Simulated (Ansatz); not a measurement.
A crystal relaxed with r2SCAN in the PAW code Ansatz has space group P6_3/mmc (No. 194) and a = 5.384 Å, c = 6.382 Å.

```json
{"atom": "Ba", "site": "2c", "x": "0.3333", "y": "0.6667", "z": "0.2500"}
{"atom": "Xx", "site": "2d", "x": "0.6667", "y": "0.3333", "z": "0.2500"}
```

With r2SCAN the valence top lies at Γ and the conduction bottom at K, 2.90 eV higher; the smallest vertical gap, at K, is 3.02 eV. The PBE gap is indirect, 2.56 eV (Γ to K), below the direct gap of 2.67 eV at K. Meshes: r2SCAN 6×6×4, PBE 6×6×4. r2SCAN's ε∞ is 3.5 along x and y, 3.8 along z.

Task: Which element is Xx?
A. S
B. Te
C. Se
D. O

Result: A. Xx is S: BaS (h-MgO type). Ba is surrounded by 5 S at 3.11–3.19 Å; S is surrounded by 5 Ba at 3.11–3.19 Å.

No spin polarisation. The prototype was imposed, so other structures may be more stable.

Spin-orbit coupling is left out.
